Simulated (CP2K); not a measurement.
The system is TiO2.

```xyz
12
Lattice="4.8127 0.0000 0.0000 0.0000 4.8719 0.0000 -0.8629 0.0000 4.9666" Properties=species:S:1:pos:R:3 pbc="T T T"
Ti    1.1513    0.2573    1.0586
Ti    3.2300    2.6932    1.4247
Ti    2.7985    4.6146    3.9080
Ti    0.7198    2.1787    3.5419
O    -0.4276    0.8622    4.2293
O     3.9459    3.2981    3.2206
O     4.3774    4.0097    0.7373
O     0.0039    1.5738    1.7460
O     1.7406    3.6911    2.3183
O     2.6406    1.2552    0.1650
O     2.2092    1.1808    2.6483
O     1.3092    3.6167    4.8016
```

The cell comes from a database or a generator and needn't be the stable form of this composition.

Base run:

```yaml
Program: CP2K 2026.2
Functional: PBEsol
Potentials_or_basis: POTENTIAL_UZH Ti GTH-PBE-q12, O GTH-PBE-q6; DZVP-MOLOPT-PBE-GTH basis
Density_cutoff: 11565 eV
k_mesh: 5 × 4 × 4
Occupations: fermi-dirac, width 0.05 eV
Spin: no spin polarisation
```

Its results: band gap on the k mesh 2.27 eV, indirect (least direct gap 2.32 eV); pressure -1.7 GPa; largest force 0.139 eV/Å.

Task: The run is repeated on the same cell with these changes: functional from PBEsol to optB88-vdW. What comes out?

Result: Band gap on the k mesh 2.31 eV, indirect (least direct gap 2.36 eV); pressure 3.7 GPa; largest force 0.107 eV/Å.

Caveats: the potentials were made for another functional, which shifts forces and pressure; an odd mesh through Γ misses points on the zone boundary, where band edges often lie; the basis of atomic orbitals isn't converged, which shifts pressures, moduli and gaps.
